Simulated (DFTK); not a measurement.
# Rh (Fm-3m) in DFTK: notebook

One crystal, Rh, is run at these levels: LDA, PBEsol; tasks: single point.

All numbers are computed with DFTK 0.8.2; they aren't measurements. Logs are shortened: lines on timing, memory, paths and dates and some standing lists are left out, and cuts for length are marked.

## (1) The crystal as given

It takes space group Fm-3m (No. 225, cubic). Conventional cell: a = 3.796 Å, b = 3.796 Å, c = 3.796 Å, α = 90.00°, β = 90.00°, γ = 90.00°. Rh (site symmetry m-3m) is surrounded by 12 Rh at 2.68 Å.

## (2) Single point, LDA

run.jl

```julia
using DFTK
using PseudoPotentialData
using Unitful, UnitfulAtomic
using LinearAlgebra, Printf
include("save.jl")
disable_threading()

# lattice vectors are the columns
lattice = austrip(1u"Å") * [           0.0        1.89785        1.89785;
                  1.89785            0.0        1.89785;
                  1.89785        1.89785            0.0]
symbols   = [:Rh]
positions = [[0.0, 0.0, 0.0]]
pseudopotentials = Dict(:Rh => "Rh.upf")
elements = Dict(s => ElementPsp(s, pseudopotentials; rcut=10.0) for s in unique(symbols))
atoms    = [elements[s] for s in symbols]

build_model(lattice, positions; symmetries=true) =
    model_DFT(lattice, atoms, positions;
              functionals=LDA(),
              temperature=austrip(0.05u"eV"),
              smearing=Smearing.FermiDirac(),
              symmetries)
Ecut  = 45.0  # hartree
kgrid = [12, 12, 12]
tol   = 1e-6
to_GPa = ustrip(uconvert(u"GPa", 1u"hartree/bohr^3"))

model = build_model(lattice, positions)
basis = PlaneWaveBasis(model; Ecut, kgrid)
display(basis)
scfres = self_consistent_field(basis;
                               tol,
                               nbandsalg=AdaptiveBands(model; n_bands_converge=13))
display(scfres.energies)
@printf "Fermi level: %.6f eV\n" ustrip(auconvert(u"eV", something(scfres.εF, NaN)))
forces = compute_forces_cart(scfres)
println("Forces (eV/Å)")
for (s, f) in zip(symbols, forces)
    @printf "%-3s %12.6f %12.6f %12.6f\n" s ustrip.(auconvert.(u"eV/Å", f))...
end
stress = compute_stresses_cart(scfres)
println("Stress (GPa)")
display(round.(stress * to_GPa; digits=4))
println("Levels at the first k-point (eV): ", round.(ustrip.(auconvert.(u"eV", scfres.eigenvalues[1][1:scfres.n_bands_converge])); digits=4))
save_scf!(scfres; forces, stress)
```

Potentials or basis: SG15 1.2 (PBE).

On the command line:

```
julia --threads=1 run.jl  # save.jl only writes the numbers to a file and isn't shown; printed stress counts tension as positive; times include loading and compiling
```

The program printed:

```text
PlaneWaveBasis discretization:

    Ecut                 : 45.0 Ha
    fft_size             : (36, 36, 36), 46656 total points
    kgrid                : MonkhorstPack([12, 12, 12])
    num.   red. kpoints  : 1728
    num. irred. kpoints  : 72

    Discretized Model(lda_x+lda_c_pw, 3D):
        lattice (in Bohr)    : [0         , 3.58642   , 3.58642   ]
                               [3.58642   , 0         , 3.58642   ]
                               [3.58642   , 3.58642   , 0         ]
        unit cell volume     : 92.26 Bohr³

        atoms                : Rh
        atom potentials      : ElementPsp(:Rh, "Rh.upf")

        num. electrons       : 17
        spin polarization    : none
        temperature          : 0.0018375 Ha
        smearing             : DFTK.Smearing.FermiDirac()

        terms                : Kinetic()
                               AtomicLocal()
                               AtomicNonlocal()
                               Ewald(nothing)
                               PspCorrection()
                               Hartree()
                               Xc(lda_x, lda_c_pw)
                               Entropy()
n     Energy            log10(ΔE)   log10(Δρ)   Diag   Δtime
---   ---------------   ---------   ---------   ----   ------
  1   -108.4417870197                   -1.01    4.3    5.96s
  2   -108.4483077455       -2.19       -1.34    1.0    3.30s
  3   -108.4497616304       -2.84       -1.85    2.0    3.81s
  4   -108.4498110489       -4.31       -2.58    1.0    2.38s
  5   -108.4498146904       -5.44       -3.34    2.3    3.68s
  6   -108.4498147565       -7.18       -4.24    1.9    3.58s
  7   -108.4498147573       -9.12       -4.76    2.7    3.69s
  8   -108.4498147573      -10.42       -5.71    1.8    3.36s
  9   -108.4498147573      -11.44       -6.16    2.7    4.30s
Energy breakdown (in Ha):
    Kinetic             34.6236746
    AtomicLocal         -62.5102007
    AtomicNonlocal      0.2302277
    Ewald               -92.3641367
    PspCorrection       5.6023791
    Hartree             16.8244936
    Xc                  -10.8559606
    Entropy             -0.0002917

    total               -108.449814757324
Fermi level: 14.284242 eV
Forces (eV/Å)
Rh      0.000000    -0.000000     0.000000
Stress (GPa)
3×3 StaticArraysCore.SMatrix{3, 3, Float64, 9} with indices SOneTo(3)×SOneTo(3):
 11.3277   0.0      0.0
  0.0     11.3277   0.0
  0.0      0.0     11.3277
Levels at the first k-point (eV): [-64.7814, -32.0876, -32.0876, -32.0876, 6.0502, 11.0949, 11.0949, 11.0949, 13.2624, 13.2624, 30.5124, 35.9279, 35.9279]
```

It took 79 s on 1 thread of Intel Xeon Platinum 8488C (Sapphire Rapids), shared host; peak memory 1.6 GiB.

What came out:

```
Free energy            : -2951.0698 eV
Pressure               : -11.3 GPa
Band gap on the k mesh : none (metal or under the smearing width)
```

Levels at points of the mesh, in eV from the Fermi level:
```tsv
k point	band 6	band 7	band 8	band 9	band 10	band 11
(0.00, 0.00, 0.00)	-3.19	-3.19	-3.19	-1.02	-1.02	16.23
(-0.50, 0.00, 0.00)	-3.26	-3.26	0.56	0.57	0.57	8.53
(-0.50, -0.50, 0.00)	-6.12	0.56	0.99	0.99	3.08	12.20
```

Caveat: the potentials were made for another functional, which shifts forces and pressure.

## (3) Single point, PBEsol

run.jl, as its differences from that of step 2:

```diff
@@ -19,3 +19,3 @@
     model_DFT(lattice, atoms, positions;
-              functionals=LDA(),
+              functionals=PBEsol(),
               temperature=austrip(0.05u"eV"),
```

Potentials or basis: SG15 1.2 (PBE).

On the command line:

```
julia --threads=1 run.jl  # save.jl only writes the numbers to a file and isn't shown; printed stress counts tension as positive; times include loading and compiling
```

Run time: 80 s. Hardware: 1 thread of Intel Xeon Platinum 8488C (Sapphire Rapids), shared host; peak memory 1.5 GiB.

The run converged. Its results:

| Property | Result |
| --- | --- |
| Free energy | -2951.5140 eV |
| Pressure | -4.0 GPa |
| Band gap on the k mesh | none (metal or under the smearing width) |

Levels at points of the mesh, in eV from the Fermi level:
```tsv
k point	band 6	band 7	band 8	band 9	band 10	band 11
(0.00, 0.00, 0.00)	-3.16	-3.16	-3.16	-1.02	-1.02	16.25
(-0.50, 0.00, 0.00)	-3.23	-3.23	0.56	0.56	0.61	8.60
(-0.50, -0.50, 0.00)	-6.08	0.55	0.98	0.98	3.15	12.24
```

Caveat: the potentials were made for another functional, which shifts forces and pressure.

## (4) The reference run

An earlier run on the cell as given: functional PBEsol; potentials or basis dojo.nc.sr.pbesol.v0_4_1.standard.upf (PBEsol); cutoff 1197 eV; k mesh 12 × 12 × 12; occupations fermi-dirac, width 0.05 eV; no spin polarisation.

- Pressure: -3.4 GPa
- Band gap on the k mesh: none (metal or under the smearing width)

## (5) Summary

| level | potentials or basis | cutoff (eV) | gap on the mesh (eV) | pressure (GPa) |
| --- | --- | --- | --- | --- |
| LDA | SG15 1.2 (PBE) | 1225 | none | -11.3 |
| PBEsol | SG15 1.2 (PBE) | 1225 | none | -4.0 |
| PBEsol | dojo.nc.sr.pbesol.v0_4_1.standard.upf (PBEsol) | 1197 | none | -3.4 |

Alike in all rows: task single point; no spin polarisation; cell as given; k mesh 12 × 12 × 12; smearing fermi-dirac 0.05 eV.

Caveats: the potentials were made for another functional, which shifts forces and pressure (some runs).

Absolute energies hang on the potentials; compare differences alone.
